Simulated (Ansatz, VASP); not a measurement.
# Ca in VASP and in Ansatz

```
CELL_PARAMETERS angstrom
3.26053 0.00000 0.00000
-1.63027 2.82370 0.00000
0.00000 0.00000 10.73966
ATOMIC_POSITIONS crystal
Ca 0.00000 0.00000 0.00000
Ca 0.00000 0.00000 0.50000
Ca 0.33333 0.66667 0.25000
Ca 0.66667 0.33333 0.75000
```

Alike in both runs: functional PBE; k mesh 8 × 8 × 5; occupations fermi-dirac, width 0.05 eV; no spin polarisation.

Ansatz relaxed the structure, and its values are those at the end. VASP's run is a single point on that final structure, the one shown.

```csv
,VASP,Ansatz
version,VASP 6.6.1,Ansatz 0.2.0
potentials or method,"VASP PAW PBE potentials, release 64 (Ca_sv)","PAW with Ansatz's default frozen-core files, scalar-relativistic"
plane-wave cutoff (eV),520,420
valence electrons in the cell,40,40
```

```tsv
	VASP	Ansatz	Ansatz less VASP
pressure (GPa)	21.0	21.0	-0.04
```

Caveats: so large a pressure means that the cell lies far from this level's equilibrium, or that cutoff or potentials fall short (VASP).
